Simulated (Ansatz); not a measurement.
# ZnSe: a line through a two-coordinate scan

How does the energy of ZnSe (P4/nmm, No. 129; 4 atoms in the cell) vary with lattice constant a (and b), at lattice constant c = 5.887 Å?

Method: DFT LDA, scalar-relativistic, plane waves, PAW, in Ansatz 0.2.0.

4 further runs of the same task are left out: 4 set aside as unsound or not needed.

### Step 1. The system as given

It takes space group P4/nmm (No. 129, tetragonal). The conventional cell has a = 3.982 Å, b = 3.982 Å, c = 5.256 Å, α = 90.00°, β = 90.00°, γ = 90.00°. Zn (site symmetry -4m2) is surrounded by 4 Se at 2.48 Å and 4 Zn at 2.82 Å. Around Se (site symmetry 4mm) lie 4 Zn at 2.48 Å.

As a file:

```cif
data_structure
_symmetry_space_group_name_H-M 'P4/nmm:1'
_symmetry_Int_Tables_number 129
_cell_length_a 3.9825
_cell_length_b 3.9825
_cell_length_c 5.2561
_cell_angle_alpha 90.000
_cell_angle_beta 90.000
_cell_angle_gamma 90.000
_cell_volume 83.36
loop_
_atom_site_label
_atom_site_type_symbol
_atom_site_symmetry_multiplicity
_atom_site_Wyckoff_symbol
_atom_site_fract_x
_atom_site_fract_y
_atom_site_fract_z
_atom_site_occupancy
Zn1 Zn 2 a 0.00000 0.00000 0.00000 1
Se1 Se 2 c 0.00000 0.50000 0.27970 1
```

It goes back to an entry of the Materials Project, which need not be the stable form.

It is the result of an earlier relaxation at this level (volume 20.84 Å³/atom; gap on the mesh: 1.56 eV).

### Step 2. The scan

The energy is mapped over the lattice constants a and c of the conventional cell.

The axes are (1) lattice constant a (and b): 5 values from 3.863 to 4.102 Å; (2) lattice constant c: 5 values from 4.625 to 5.887 Å.

Nothing else is relaxed (fractional coordinates fixed). Energies count from the relaxed crystal. Points are written as (first, second).

### Step 3. Point (3.863 Å, 5.887 Å)

input.yaml

```yaml
crystal:
  lattice:
    - [3.863, 0.0, 0.0]
    - [0.0, 3.863, 0.0]
    - [0.0, 0.0, 5.8869]
  atoms:
    - { symbol: Zn, position: [0.0, 0.0, 0.0] }
    - { symbol: Zn, position: [0.5, 0.5, 0.0] }
    - { symbol: Se, position: [0.0, 0.5, 0.2797006019] }
    - { symbol: Se, position: [0.5, 0.0, 0.7202993981] }
basis:
  ecutwfc: 520.0
kpoints:
  mp_grid: { grid: [8, 8, 6] }
hamiltonian:
  xc: lda
  pseudopotentials: { kind: paw, azcp: { folder: soft_1 } }
scf:
  occupations: { method: gaussian, width: 0.05 }
output:
  forces: true
  stress: true
  eigenvalues: true
```

Command:

```sh
$ ansatz run input.yaml --threads 1 --pin off --max-ram 2048MiB --backend cpu --events-out ev --progress --plain --runs-dir out
```

What it wrote (excerpt; [...] marks lines left out):

```text
Warning: <dir> the record states the generating functional pbe (its physics header spells it `PBE`), which answers neither for hamiltonian.xc's functional nor for the lda family's — results may be inconsistent (PPs are generated against a specific XC)
[...]
Warning: RAYON_NUM_THREADS=1 ignored (pool sized by the plan → 1); use --threads N
[...]
Pseudopotentials: kind: paw
Pseudopotential: Zn, paw, valence charge 12, recommended cutoff 420 eV (normal), <dir>
Pseudopotential: Se, paw, valence charge 16, recommended cutoff 420 eV (normal), <dir>
Functional definition: SPW92
[...]
Crystal: 4 atoms, lattice volume = 87.849 Å³
Basis set: ecut = 520 eV, 2309 PW (Γ)
Bands: 34, of which v1, the nominal top of the filled ones, is band 28 counted from 1 (27 counted from 0)
Symmetry: 16 space group operations
Space group: P4/nmm (ITA 129), of the structure as read, at distance tolerance 4.4e-5 Å
k-points: 60 of 384
[...]
SCF iter   1: F=—  HF=-17262.575753 eV  |F-HF|=—  |Δ(HF+E_count)|=         —  Δρ=6.79e-2  dr2=6.94e0  ethr=3.10e-3  ⟨swp⟩=6.6  Hψ=9353  notcnv=0
[...]
SCF iter   9: F=-17260.808109 eV  HF=-17260.808109 eV  |F-HF|=5.50e-8  |Δ(HF+E_count)|=   9.55e-7  Δρ=1.19e-5  dr2=7.07e-8  ethr=1.79e-10  ⟨swp⟩=3.2  Hψ=8753  notcnv=0
[...]
SCF converged after 9 iterations
Free energy (F): -17260.808109 eV
[...]
E sigma→0 (E₀):  -17260.808109 eV
Fermi energy:    7.512571 eV
[...]
--- Forces (eV/Å), atoms counted from 1 ---
  atom   1  Zn     0.00000000     0.00000000     0.00000000
  atom   2  Zn     0.00000000     0.00000000     0.00000000
  atom   3  Se     0.00000000     0.00000000    -1.18326672
  atom   4  Se     0.00000000     0.00000000     1.18326672
[...]
--- Stress (GPa, compression-positive) ---
       -0.980106       0.000000       0.000000
        0.000000      -0.980106       0.000000
        0.000000       0.000000      -7.953294
  P = ⅓ Tr σ = -3.3045 GPa (-33.045 kbar)
--- Band table (eV; the first three rows and the last of 60) ---
[...]
```

It took 30 s on 1 thread of Arm Neoverse N1, shared host; peak memory 0.45 GiB.

On the map this point reads 52 meV/atom.

### Step 4. Grid point (3.923 Å, 5.887 Å)

Edit input.yaml of step 3 so:

```diff
@@ -2,4 +2,4 @@
   lattice:
-    - [3.863, 0.0, 0.0]
-    - [0.0, 3.863, 0.0]
+    - [3.9227, 0.0, 0.0]
+    - [0.0, 3.9227, 0.0]
     - [0.0, 0.0, 5.8869]
```

Command:

```sh
$ ansatz run input.yaml --threads 1 --pin off --max-ram 2048MiB --backend cpu --events-out ev --progress --plain --runs-dir out
```

What it wrote (excerpt; [...] marks lines left out):

```text
Warning: <dir> the record states the generating functional pbe (its physics header spells it `PBE`), which answers neither for hamiltonian.xc's functional nor for the lda family's — results may be inconsistent (PPs are generated against a specific XC)
[...]
Warning: RAYON_NUM_THREADS=1 ignored (pool sized by the plan → 1); use --threads N
[...]
[... 4 set-up lines as earlier in the session ...]
[...]
Crystal: 4 atoms, lattice volume = 90.585 Å³
Basis set: ecut = 520 eV, 2437 PW (Γ)
Bands: 34, of which v1, the nominal top of the filled ones, is band 28 counted from 1 (27 counted from 0)
[... 1 set-up line as earlier in the session ...]
Space group: P4/nmm (ITA 129), of the structure as read, at distance tolerance 4.5e-5 Å
k-points: 60 of 384
[...]
SCF iter   1: F=—  HF=-17262.485777 eV  |F-HF|=—  |Δ(HF+E_count)|=         —  Δρ=6.70e-2  dr2=6.63e0  ethr=3.10e-3  ⟨swp⟩=6.6  Hψ=9286  notcnv=0
[...]
SCF iter   9: F=-17260.773462 eV  HF=-17260.773462 eV  |F-HF|=2.90e-8  |Δ(HF+E_count)|=   9.45e-7  Δρ=1.35e-5  dr2=8.98e-8  ethr=1.79e-10  ⟨swp⟩=3.5  Hψ=8720  notcnv=0
[...]
SCF converged after 9 iterations
Free energy (F): -17260.773462 eV
[...]
E sigma→0 (E₀):  -17260.773462 eV
Fermi energy:    7.066955 eV
[...]
--- Forces (eV/Å), atoms counted from 1 ---
  atom   1  Zn     0.00000000     0.00000000     0.00000000
  atom   2  Zn     0.00000000     0.00000000     0.00000000
  atom   3  Se    -0.00000000     0.00000000    -1.35033029
  atom   4  Se    -0.00000000     0.00000000     1.35033029
[...]
--- Stress (GPa, compression-positive) ---
       -3.018614       0.000000       0.000000
        0.000000      -3.018614       0.000000
        0.000000       0.000000      -8.856121
  P = ⅓ Tr σ = -4.9644 GPa (-49.644 kbar)
--- Band table (eV; the first three rows and the last of 60) ---
[...]
```

Wall time 30 s (1 thread of Arm Neoverse N1, shared host); peak memory 0.46 GiB.

On the map this point reads 61 meV/atom.

### Step 5. Point (3.982 Å, 5.887 Å)

Edit input.yaml of step 4 so:

```diff
@@ -2,4 +2,4 @@
   lattice:
-    - [3.9227, 0.0, 0.0]
-    - [0.0, 3.9227, 0.0]
+    - [3.9824792206, 0.0, 0.0]
+    - [0.0, 3.9824792206, 0.0]
     - [0.0, 0.0, 5.8869]
```

Command:

```sh
$ ansatz run input.yaml --threads 1 --pin off --max-ram 2048MiB --backend cpu --events-out ev --progress --plain --runs-dir out
```

What it wrote (excerpt; [...] marks lines left out):

```text
Warning: <dir> the record states the generating functional pbe (its physics header spells it `PBE`), which answers neither for hamiltonian.xc's functional nor for the lda family's — results may be inconsistent (PPs are generated against a specific XC)
[...]
Warning: RAYON_NUM_THREADS=1 ignored (pool sized by the plan → 1); use --threads N
[...]
[... 4 set-up lines as earlier in the session ...]
[...]
Crystal: 4 atoms, lattice volume = 93.367 Å³
Basis set: ecut = 520 eV, 2549 PW (Γ)
Bands: 34, of which v1, the nominal top of the filled ones, is band 28 counted from 1 (27 counted from 0)
[... 2 set-up lines as earlier in the session ...]
k-points: 60 of 384
[...]
SCF iter   1: F=—  HF=-17262.366866 eV  |F-HF|=—  |Δ(HF+E_count)|=         —  Δρ=6.61e-2  dr2=6.35e0  ethr=3.10e-3  ⟨swp⟩=6.5  Hψ=9138  notcnv=0
[...]
SCF iter   9: F=-17260.705492 eV  HF=-17260.705492 eV  |F-HF|=2.87e-8  |Δ(HF+E_count)|=   9.33e-7  Δρ=1.40e-5  dr2=9.93e-8  ethr=1.79e-10  ⟨swp⟩=3.4  Hψ=8724  notcnv=0
[...]
SCF converged after 9 iterations
Free energy (F): -17260.705492 eV
[...]
E sigma→0 (E₀):  -17260.705492 eV
Fermi energy:    6.641974 eV
[...]
--- Forces (eV/Å), atoms counted from 1 ---
  atom   1  Zn     0.00000000     0.00000000    -0.00000000
  atom   2  Zn     0.00000000     0.00000000     0.00000000
  atom   3  Se    -0.00000000     0.00000000    -1.49746145
  atom   4  Se    -0.00000000     0.00000000     1.49746145
[...]
--- Stress (GPa, compression-positive) ---
       -4.759927       0.000000       0.000000
        0.000000      -4.759927       0.000000
        0.000000       0.000000      -9.576438
  P = ⅓ Tr σ = -6.3654 GPa (-63.654 kbar)
--- Band table (eV; the first three rows and the last of 60) ---
[...]
```

It took 31 s on 1 thread of Arm Neoverse N1, shared host; peak memory 0.46 GiB.

That is 78 meV/atom from the zero.

### Step 6. The run at (4.042 Å, 5.887 Å)

Edit input.yaml of step 5 so:

```diff
@@ -2,4 +2,4 @@
   lattice:
-    - [3.9824792206, 0.0, 0.0]
-    - [0.0, 3.9824792206, 0.0]
+    - [4.0422, 0.0, 0.0]
+    - [0.0, 4.0422, 0.0]
     - [0.0, 0.0, 5.8869]
```

Command:

```sh
$ ansatz run input.yaml --threads 1 --pin off --max-ram 2048MiB --backend cpu --events-out ev --progress --plain --runs-dir out
```

What it wrote (excerpt; [...] marks lines left out):

```text
Warning: <dir> the record states the generating functional pbe (its physics header spells it `PBE`), which answers neither for hamiltonian.xc's functional nor for the lda family's — results may be inconsistent (PPs are generated against a specific XC)
[...]
Warning: RAYON_NUM_THREADS=1 ignored (pool sized by the plan → 1); use --threads N
[...]
[... 4 set-up lines as earlier in the session ...]
[...]
Crystal: 4 atoms, lattice volume = 96.188 Å³
Basis set: ecut = 520 eV, 2589 PW (Γ)
Bands: 34, of which v1, the nominal top of the filled ones, is band 28 counted from 1 (27 counted from 0)
[... 1 set-up line as earlier in the session ...]
Space group: P4/nmm (ITA 129), of the structure as read, at distance tolerance 4.6e-5 Å
k-points: 60 of 384
[...]
SCF iter   1: F=—  HF=-17262.224149 eV  |F-HF|=—  |Δ(HF+E_count)|=         —  Δρ=6.53e-2  dr2=6.10e0  ethr=3.10e-3  ⟨swp⟩=6.5  Hψ=9155  notcnv=0
[...]
SCF iter   9: F=-17260.608263 eV  HF=-17260.608263 eV  |F-HF|=1.04e-8  |Δ(HF+E_count)|=   9.78e-7  Δρ=1.28e-5  dr2=8.77e-8  ethr=1.79e-10  ⟨swp⟩=3.2  Hψ=8317  notcnv=0
[...]
SCF converged after 9 iterations
Free energy (F): -17260.608263 eV
[...]
E sigma→0 (E₀):  -17260.608263 eV
Fermi energy:    6.237409 eV
[...]
--- Forces (eV/Å), atoms counted from 1 ---
  atom   1  Zn     0.00000000     0.00000000    -0.00000000
  atom   2  Zn     0.00000000     0.00000000     0.00000000
  atom   3  Se     0.00000000     0.00000000    -1.62604761
  atom   4  Se     0.00000000     0.00000000     1.62604761
[...]
--- Stress (GPa, compression-positive) ---
       -6.239662       0.000000       0.000000
        0.000000      -6.239662       0.000000
        0.000000       0.000000     -10.137421
  P = ⅓ Tr σ = -7.5389 GPa (-75.389 kbar)
--- Band table (eV; the first three rows and the last of 60) ---
[...]
```

Run time: 31 s. Hardware: 1 thread of Arm Neoverse N1, shared host; peak memory 0.47 GiB.

Energy on the map's scale: 102 meV/atom.

### Step 7. The run at (4.102 Å, 5.887 Å)

Edit input.yaml of step 6 so:

```diff
@@ -2,4 +2,4 @@
   lattice:
-    - [4.0422, 0.0, 0.0]
-    - [0.0, 4.0422, 0.0]
+    - [4.102, 0.0, 0.0]
+    - [0.0, 4.102, 0.0]
     - [0.0, 0.0, 5.8869]
```

Command:

```sh
$ ansatz run input.yaml --threads 1 --pin off --max-ram 2048MiB --backend cpu --events-out ev --progress --plain --runs-dir out
```

What it wrote (excerpt; [...] marks lines left out):

```text
Warning: <dir> the record states the generating functional pbe (its physics header spells it `PBE`), which answers neither for hamiltonian.xc's functional nor for the lda family's — results may be inconsistent (PPs are generated against a specific XC)
[...]
Warning: RAYON_NUM_THREADS=1 ignored (pool sized by the plan → 1); use --threads N
[...]
[... 4 set-up lines as earlier in the session ...]
[...]
Crystal: 4 atoms, lattice volume = 99.055 Å³
Basis set: ecut = 520 eV, 2693 PW (Γ)
Bands: 34, of which v1, the nominal top of the filled ones, is band 28 counted from 1 (27 counted from 0)
[... 2 set-up lines as earlier in the session ...]
k-points: 60 of 384
[...]
SCF iter   1: F=—  HF=-17262.058352 eV  |F-HF|=—  |Δ(HF+E_count)|=         —  Δρ=6.46e-2  dr2=5.88e0  ethr=3.10e-3  ⟨swp⟩=6.5  Hψ=9109  notcnv=0
[...]
SCF iter   9: F=-17260.485033 eV  HF=-17260.485033 eV  |F-HF|=4.66e-10  |Δ(HF+E_count)|=   9.61e-7  Δρ=1.24e-5  dr2=8.27e-8  ethr=1.79e-10  ⟨swp⟩=3.1  Hψ=8651  notcnv=0
[...]
SCF converged after 9 iterations
Free energy (F): -17260.485033 eV
[...]
E sigma→0 (E₀):  -17260.485033 eV
Fermi energy:    5.851162 eV
[...]
--- Forces (eV/Å), atoms counted from 1 ---
  atom   1  Zn     0.00000000     0.00000000    -0.00000000
  atom   2  Zn     0.00000000     0.00000000     0.00000000
  atom   3  Se    -0.00000000     0.00000000    -1.73798094
  atom   4  Se     0.00000000     0.00000000     1.73798094
[...]
--- Stress (GPa, compression-positive) ---
       -7.495332       0.000000       0.000000
        0.000000      -7.495332       0.000000
        0.000000       0.000000     -10.562142
  P = ⅓ Tr σ = -8.5176 GPa (-85.176 kbar)
--- Band table (eV; the first three rows and the last of 60) ---
[...]
```

Run time: 34 s. Hardware: 1 thread of Arm Neoverse N1, shared host; peak memory 0.47 GiB.

That is 133 meV/atom from the zero.

### Step 8. Changing settings: mp_grid.grid [12, 12, 9], occupations.width 0.01, ecutwfc left out

Edit input.yaml of step 7 so:

```diff
@@ -10,6 +10,4 @@
     - { symbol: Se, position: [0.5, 0.0, 0.7202993981] }
-basis:
-  ecutwfc: 520.0
 kpoints:
-  mp_grid: { grid: [8, 8, 6] }
+  mp_grid: { grid: [12, 12, 9] }
 hamiltonian:
@@ -18,6 +16,6 @@
 scf:
-  occupations: { method: gaussian, width: 0.05 }
+  occupations: { method: gaussian, width: 0.01 }
 output:
   forces: true
+  eigenvalues: true
   stress: true
-  eigenvalues: true
```

Command:

```sh
$ ansatz run input.yaml --threads 1 --pin off --max-ram 2048MiB --backend cpu --events-out ev --progress --plain --runs-dir out
```

What it wrote (excerpt; [...] marks lines left out):

```text
Warning: <dir> the record states the generating functional pbe (its physics header spells it `PBE`), which answers neither for hamiltonian.xc's functional nor for the lda family's — results may be inconsistent (PPs are generated against a specific XC)
[...]
Warning: RAYON_NUM_THREADS=1 ignored (pool sized by the plan → 1); use --threads N
[...]
[... 4 set-up lines as earlier in the session ...]
[...]
Crystal: 4 atoms, lattice volume = 99.055 Å³
Basis set: ecut = 420 eV, 1923 PW (Γ)
Bands: 34, of which v1, the nominal top of the filled ones, is band 28 counted from 1 (27 counted from 0)
[... 2 set-up lines as earlier in the session ...]
k-points: 140 of 1296
[...]
SCF iter   1: F=—  HF=-17262.047608 eV  |F-HF|=—  |Δ(HF+E_count)|=         —  Δρ=6.39e-2  dr2=5.85e0  ethr=3.10e-3  ⟨swp⟩=6.7  Hψ=20808  notcnv=0
[...]
SCF iter   9: F=-17260.481336 eV  HF=-17260.481336 eV  |F-HF|=2.00e-8  |Δ(HF+E_count)|=   7.09e-7  Δρ=1.12e-5  dr2=6.79e-8  ethr=1.79e-10  ⟨swp⟩=3.1  Hψ=19838  notcnv=0
[...]
SCF converged after 9 iterations
Free energy (F): -17260.481336 eV
[...]
E sigma→0 (E₀):  -17260.481336 eV
Fermi energy:    5.850851 eV
[...]
--- Forces (eV/Å), atoms counted from 1 ---
  atom   1  Zn     0.00000000     0.00000000     0.00000000
  atom   2  Zn     0.00000000     0.00000000     0.00000000
  atom   3  Se     0.00000000     0.00000000    -1.73602015
  atom   4  Se     0.00000000     0.00000000     1.73602015
[...]
--- Stress (GPa, compression-positive) ---
       -7.499306       0.000000       0.000000
        0.000000      -7.499306       0.000000
        0.000000       0.000000     -10.554747
  P = ⅓ Tr σ = -8.5178 GPa (-85.178 kbar)
--- Band table (eV; the first three rows and the last of 140) ---
[...]
```

It took 57 s on 1 thread of Arm Neoverse N1, shared host; peak memory 0.56 GiB.

```tsv
run	ending	energy change	pressure (GPa)	gap (eV)	force (eV/Å)	cycles	time
step 7	converged	0	-8.5	1.16	1.74	9	34 s
variant	converged	+0.9 meV/atom (σ→0)	-8.5	1.16	1.74	9	57 s
```

Changing the k-point mesh, smearing and cutoff moves the energy by +0.9 meV/atom (σ→0 values). More than one kind of setting changed, and this run alone doesn't tell their shares apart. Cost: 57 s against 34 s.

### Step 9. What came out

| lattice constant a (and b) (Å) | step | energy (meV/atom) | slope (meV/atom per Å) | pressure (GPa) | band gap on the k-mesh (eV) | largest force on an atom (eV/Å) |
| --- | --- | --- | --- | --- | --- | --- |
| 3.863 | 3 | 52 | 70 | −3.31 | 1.227 | 1.18 |
| 3.923 | 4 | 61 | 218 | −4.96 | 1.212 | 1.35 |
| 3.982 | 5 | 78 | 348 | −6.37 | 1.195 | 1.50 |
| 4.042 | 6 | 102 | 463 | −7.54 | 1.178 | 1.63 |
| 4.102 | 7 | 133 | 565 | −8.52 | 1.158 | 1.74 |

Energies count from the relaxed crystal. Slopes come from the forces (and the stress, where the cell changes), not from differences of energies.

```tsv
run	outcome
step 8, run with mp_grid.grid [12, 12, 9], occupations.width 0.01, ecutwfc left out (against step 7)	+0.9 meV/atom
```

The energy is lowest at the end of the line, 3.863 Å, so the minimum along this coordinate may lie outside the range. The highest point computed, at 4.102 Å, lies 81 meV/atom above the lowest. This is one cut through a surface in two coordinates; the map's lowest point lies off it.

The gaps are Kohn-Sham values of a semilocal functional, not quasiparticle or optical gaps. Such gaps usually fall short of the measured ones.
